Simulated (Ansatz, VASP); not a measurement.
# Cross-check of Cs4Hg4PbBr10 between VASP and Ansatz, part 2 of 2

Wanted: the spread between two codes on one cell, functional and k mesh. The structure shown is the end of the VASP relaxation below.

VASP 6.6.1 and Ansatz 0.2.0.

So far: The structure; VASP: relaxation, PBEsol.

## 3. Ansatz: single point, PBEsol

Level of this step: Ansatz beside VASP: Kohn-Sham DFT, plane waves, PBEsol (Ansatz).

Ansatz runs on its default PAW (the set named soft_2) files.

The same cell, functional, mesh and smearing now go to Ansatz, which takes its cutoff from its data sets.

File input.yaml:

```yaml
crystal:
  lattice:
    - [-5.53942741, 5.53942741, 5.53942741]
    - [5.53942741, -5.53942741, 5.53942741]
    - [5.53942741, 5.53942741, -5.53942741]
  atoms:
    - { symbol: Hg, position: [0.20604656, 0.26988011, 0.4356989] }
    - { symbol: Hg, position: [0.03049034, 0.02307281, 0.50402092] }
    - { symbol: Hg, position: [0.99302556, 0.51629617, 0.97637612] }
    - { symbol: Hg, position: [0.51104185, 0.00966028, 0.00173521] }
    - { symbol: Cs, position: [0.96104093, 0.96738104, 0.9380771] }
    - { symbol: Cs, position: [0.54138045, 0.52169827, 0.99442661] }
    - { symbol: Cs, position: [0.54120334, 0.04823447, 0.52109689] }
    - { symbol: Cs, position: [0.9602922, 0.51914783, 0.49625567] }
    - { symbol: Br, position: [0.71423487, 0.75451499, 0.45853246] }
    - { symbol: Br, position: [0.78343258, 0.26655252, 0.01539642] }
    - { symbol: Br, position: [0.30540749, 0.76010459, 0.04729823] }
    - { symbol: Br, position: [0.76300953, 0.02563348, 0.2364134] }
    - { symbol: Br, position: [0.73928213, 0.50633091, 0.7336403] }
    - { symbol: Br, position: [0.27833932, 0.00964114, 0.76815159] }
    - { symbol: Br, position: [0.46635126, 0.27647712, 0.24748868] }
    - { symbol: Br, position: [0.0630295, 0.74467969, 0.27578592] }
    - { symbol: Br, position: [0.06039986, 0.28846915, 0.80981706] }
    - { symbol: Br, position: [0.46673305, 0.71986382, 0.69125107] }
    - { symbol: Pb, position: [0.36480047, 0.52376033, 0.34272605] }
hamiltonian:
  xc: pbesol
  pseudopotentials: { kind: paw }
kpoints:
  mp_grid: { grid: [3, 3, 3] }
scf:
  occupations: { method: methfessel_paxton, width: 0.15 }
  n_extra_bands: 8
output:
  forces: true
  eigenvalues: true
  write_density: true
  write_potential: true
  elf: true
  volumetric_format: npy
```

Launch:

```bash
$ ansatz run input.yaml --threads 8 --pin off --max-ram 18432MiB --backend cpu --events-out ev --progress --plain --runs-dir out
```

Numbers of over 12 decimals in the logs are rounded to 6 here.

What it wrote:

```text
scf.n_extra_bands = 8 over 100 filled bands (N_el = 200.0): the run solves 108 bands
Engine: ansatz 0.2.0, aarch64-unknown-linux-gnu
Pseudopotentials: kind: paw
Pseudopotential: Hg, paw, valence charge 20, recommended cutoff 420 eV (normal), Hg.paw.azcp
Pseudopotential: Cs, paw, valence charge 9, recommended cutoff 420 eV (normal), Cs.paw.azcp
Pseudopotential: Br, paw, valence charge 7, recommended cutoff 420 eV (normal), Br.paw.azcp
Pseudopotential: Pb, paw, valence charge 14, recommended cutoff 420 eV (normal), Pb.paw.azcp
Functional definition: PBEsol
  exchange = pbesol_x
  correlation = pbesol_c
Crystal: 19 atoms, lattice volume = 679.915 Å³
Basis set: ecut = 420 eV, 13331 PW (Γ), exchange–correlation on 144×144×144 points (8 copies of the dense FFT grid, shifted against one another)
Bands: 108, of which v1, the nominal top of the filled ones, is band 100 counted from 1 (99 counted from 0)
Symmetry: 1 space group operations
Space group: P1 (ITA 1), of the structure as read, at distance tolerance 8.8e-5 Å
k-points: 14 of 27 (time reversal used)
Non-local potential: Hg, projectors of the file, l = 0: 3, l = 1: 2, l = 2: 2, l = 3: 1
Non-local potential: Cs, projectors of the file, l = 0: 3, l = 1: 2, l = 2: 2, l = 3: 2
Non-local potential: Br, projectors of the file, l = 0: 2, l = 1: 2, l = 2: 2
Non-local potential: Pb, projectors of the file, l = 0: 2, l = 1: 2, l = 2: 2, l = 3: 2
PAW form: soft (Blöchl's): semilocal exchange-correlation on the pseudo side does not see the compensation charge
PAW frozen core: Hg, regenerated for the run's functional, and the local potential with it (the file was generated under x = pbe(κ = 0.804, μ = 0.219515), c = pbe(β = 0.066725))
PAW frozen core: Cs, regenerated for the run's functional, and the local potential with it (the file was generated under x = pbe(κ = 0.804, μ = 0.219515), c = pbe(β = 0.066725))
PAW frozen core: Br, regenerated for the run's functional, and the local potential with it (the file was generated under x = pbe(κ = 0.804, μ = 0.219515), c = pbe(β = 0.066725))
PAW frozen core: Pb, regenerated for the run's functional, and the local potential with it (the file was generated under x = pbe(κ = 0.804, μ = 0.219515), c = pbe(β = 0.066725))
PAW one-centre angular grid: Hg, 590 points (default); XC on 64 Gauss nodes
PAW one-centre angular grid: Cs, 194 points (default); XC on 64 Gauss nodes
PAW one-centre angular grid: Br, 110 points (default); XC on 64 Gauss nodes
PAW one-centre angular grid: Pb, 590 points (default); XC on 64 Gauss nodes
Initial density: superposition of atomic densities (neutral atoms: chi_scale 0, normalization atom), corrected by the library's trained network
Initial wavefunctions: pseudopotential atomic-orbital guess
Functional: x = pbesol(κ = 0.804, μ = 0.123457), c = pbesol(β = 0.046)
SCF iter   1: F=—  HF=-116153.639975 eV  |F-HF|=—  |Δ(HF+E_count)|=         —  Δρ=2.39e-3  dr2=5.18e-2  ethr=1.77e-3  ⟨swp⟩=8.6  Hψ=7129  notcnv=0
preconditioner: auto → Resta (q_TF=auto, 2.225 Å⁻¹)  ε∞=4.7  [insulator: Δε(μ)=0.868 eV  Ē_g=9.367 eV  σ=0.150 eV  W_gap=1.00  n_scr=134 (ndim 8)  ℏωp=18.0 eV  f_vac=0.050  D(μ)=-0.00/eV (n_scr^D=0)  ε∞_Penn≈4.7]
SCF iter   2: F=—  HF=-116153.648751 eV  |F-HF|=—  |Δ(HF+E_count)|=   8.78e-3  S|Δr|=    0.00e0  Δρ=1.32e-3  dr2=1.65e-2  ethr=2.59e-5  ⟨swp⟩=2.4  Hψ=3008  notcnv=0
SCF iter   3: F=—  HF=-116153.646008 eV  |F-HF|=—  |Δ(HF+E_count)|=   2.74e-3  S|Δr|=    0.00e0  Δρ=3.80e-4  dr2=1.30e-3  ethr=8.24e-6  ⟨swp⟩=2.1  Hψ=2589  notcnv=0
SCF iter   4: F=—  HF=-116153.645917 eV  |F-HF|=—  |Δ(HF+E_count)|=   9.11e-5  S|Δr|=    0.00e0  Δρ=1.19e-4  dr2=1.27e-4  ethr=6.48e-7  ⟨swp⟩=2.0  Hψ=2837  notcnv=0
SCF iter   5: F=—  HF=-116153.645980 eV  |F-HF|=—  |Δ(HF+E_count)|=   6.33e-5  S|Δr|=    0.00e0  Δρ=4.26e-5  dr2=1.83e-5  ethr=6.36e-8  ⟨swp⟩=2.0  Hψ=2404  notcnv=0
SCF iter   6: F=—  HF=-116153.646433 eV  |F-HF|=—  |Δ(HF+E_count)|=   4.53e-4  S|Δr|=    0.00e0  Δρ=1.52e-5  dr2=2.56e-6  ethr=9.13e-9  ⟨swp⟩=2.0  Hψ=2837  notcnv=0
SCF iter   7: F=—  HF=-116153.646435 eV  |F-HF|=—  |Δ(HF+E_count)|=   1.36e-6  S|Δr|=    0.00e0  Δρ=5.14e-6  dr2=2.83e-7  ethr=1.28e-9  ⟨swp⟩=2.0  Hψ=2823  notcnv=0
SCF iter   8: F=-116153.646435 eV  HF=-116153.646435 eV  |F-HF|=2.34e-9  |Δ(HF+E_count)|=   1.43e-7  S|Δr|=    0.00e0  Δρ=2.14e-6  dr2=4.04e-8  ethr=5.00e-11  ⟨swp⟩=16.6  Hψ=14478  notcnv=0
SCF 1 converged in 8 iterations: F = -116153.646435 eV  dr2 = 4.04e-8
  greatest PAW one-centre occupation: 1.000 electrons in one spin orbital (limit 2), on the Hg atom at site 0 (counted from 0), in its partial waves of l = 0
SCF converged after 8 iterations
Stability not checked: this state was not tested for a lower state beside it, because cold or Methfessel-Paxton smearing, or corrected tetrahedra, fill the levels in a way that the test cannot read (fill_not_monotonic; see scf.lower_state_search)
Free energy (F): -116153.646435 eV
Harris-Foulkes:  -116153.646435 eV  (|F-HF|=2.34e-9)
Internal energy: -116153.646482 eV  (E = F + TS)
E sigma→0 (E₀):  -116153.646447 eV
Entropy (-TS):   0.000047 eV (0.002 meV/atom)
Fermi energy:    5.596174 eV
Step filling:    the computed levels leave a gap of 0.8661 eV = 5.8 smearing widths at the electron count; against every level under it full and every level over it empty, smearing changes F+E_penalty+E_count by +2.53e-3 meV and its σ→0 estimate by -9.29e-3 meV
--- Per-component energies (eV) ---
  E_band       = -2645.510307
  E_kinetic    = 4608.208245
  E_local      = -21790.445783  (includes V_loc(G=0)·N_el)
  E_nonlocal   = 1491.644637
  E_hartree    = 9041.490005
  E_xc         = -4399.434944
  E_vxc        = -2720.521166  (∫ρ·V_xc dr)
  E_paw        = -91423.311176  (= ΣΔE_a)
  E_vpaw       = -2317.392349  (= ΣTr[D̂ρ^β])
  E_aug_tail   = 0.003608  (compensation charges beyond the density's cutoff)
  E_ewald      = -13684.677139
  E_core_change = 2.876065  (= ΣΔE_core)
  E_smearing   = 0.000047  (= −TS)
  E_closure    = -0.000000  (closes the sum)
  Σ components = -116153.646435   (vs F -116153.646435, Δ=0.00e0)
--- Forces (eV/Å), atoms counted from 1 ---
  atom   1  Hg     0.00194946    -0.03896437    -0.03533479
  atom   2  Hg     0.00015024    -0.00142186     0.05580829
  atom   3  Hg    -0.00602148     0.01858117     0.00063243
  atom   4  Hg     0.00461546     0.01185367     0.00180633
  atom   5  Cs    -0.02328782    -0.01312337    -0.01121603
  atom   6  Cs    -0.01199383     0.00498921     0.00171795
  atom   7  Cs     0.00114267     0.00999524     0.00147486
  atom   8  Cs     0.01735298    -0.01161544    -0.00549312
  atom   9  Br     0.01218153     0.00735563     0.03343351
  atom  10  Br    -0.00641725    -0.04054670     0.00726236
  atom  11  Br     0.00073520    -0.01552014    -0.01068211
  atom  12  Br    -0.00108477    -0.04550053    -0.01295233
  atom  13  Br     0.01631021     0.06369369     0.02800222
  atom  14  Br     0.00868334     0.02787672    -0.02183615
  atom  15  Br    -0.00539333     0.00486022    -0.01838722
  atom  16  Br    -0.02772059     0.02026081     0.00229147
  atom  17  Br     0.02820942     0.00803528    -0.00882596
  atom  18  Br    -0.01487181     0.00959555    -0.01322494
  atom  19  Pb     0.00545918    -0.02038568     0.00557358
  max |Σ_I F_I| component: 5.03e-5 eV/Å
--- Band table (eV; the first three rows and the last of 14) ---
  k-point 0: bands = [... 96 lower, 3.6043, 3.6241, 4.3803, 4.4763, 6.6122, 7.2057, 7.5114, 7.6212, ... 4 higher]
  k-point 1: bands = [... 96 lower, 3.5992, 3.6317, 4.1996, 4.6511, 6.1155, 6.9336, 7.3564, 7.6291, ... 4 higher]
  k-point 2: bands = [... 96 lower, 3.5635, 3.7061, 4.1234, 4.8333, 6.4521, 6.6771, 7.1123, 7.4922, ... 4 higher]
  k-point 13: bands = [... 96 lower, 3.5426, 3.5826, 3.9222, 5.0358, 6.3565, 6.8951, 7.3084, 7.7116, ... 4 higher]
```

It took 50 s on 8 threads of Arm Neoverse N1, shared host; peak memory 3.3 GiB.

The column dr2 measures how far the density is from self-consistency, as an energy; F and HF (Harris–Foulkes) agree once it is small.

## 4. Differences

Known differences besides the potentials themselves: the data sets hold 200 valence electrons in Ansatz (default PAW (the set named soft_2) files) and 158 in VASP; the cutoff is 420 eV in Ansatz and 280 eV in VASP (PREC = Normal, projectors in real space); Ansatz makes its cores anew for this functional, VASP keeps those of its PBE data sets; VASP leaves aspherical gradient terms in its spheres out (LASPH is not set), Ansatz keeps them. Total energies have different zeros and are not compared.

The two programs side by side:

```csv
quantity,Ansatz,VASP,difference
gap on the k mesh (eV),0.866,0.862,+0.004
```

At this near-relaxed geometry the largest component of a force difference is 46 meV/Å. A gap on the mesh is an upper bound, since the band edges may lie between its points; neither run holds spin-orbit coupling, which can move the band edges of a compound of Pb.

## 5. What the set-up changes

Further runs change the set-up of one program: Ansatz's method, potentials or start, or VASP's data sets, cutoff or form of LDA. The table gives Ansatz less VASP for each quantity, since a change that brings one quantity closer may part another.

```csv
run,r.m.s. force difference (meV/Å),gap on the k mesh (eV)
as above,14,0.0042
cores kept as stored,14,0.0041
norm-conserving potentials (cutoff 898 eV),16,0.0019
```

## 6. Results

```yaml
r_m_s_force_difference_single_point_pbesol: 14 meV/Å
```

**Reading.** The r.m.s. force difference is 14 meV/Å (single point, PBEsol), beyond the 12 meV/Å picked in this series as the mark of a large difference. Single point, PBEsol, norm-conserving potentials (cutoff 898 eV): the difference in gap on the k mesh goes from 0.0042 to 0.0019 eV. 1 further run of this series is not shown here. How closely two codes agree says nothing of how well the functional describes the real material.

[Lines on the potential files, build, host, timing and source positions are cut from VASP's logs without a mark.]

[Logs are printed without paths, hosts, clocks, repeated set-up lines and the standing remarks that a program may print on its own settings, such as how far it seeks lower states.]

[Hosts, paths, dates, database ids (printed as entryN), source tags and the programs' standing remarks are cut or masked in the printed files.]
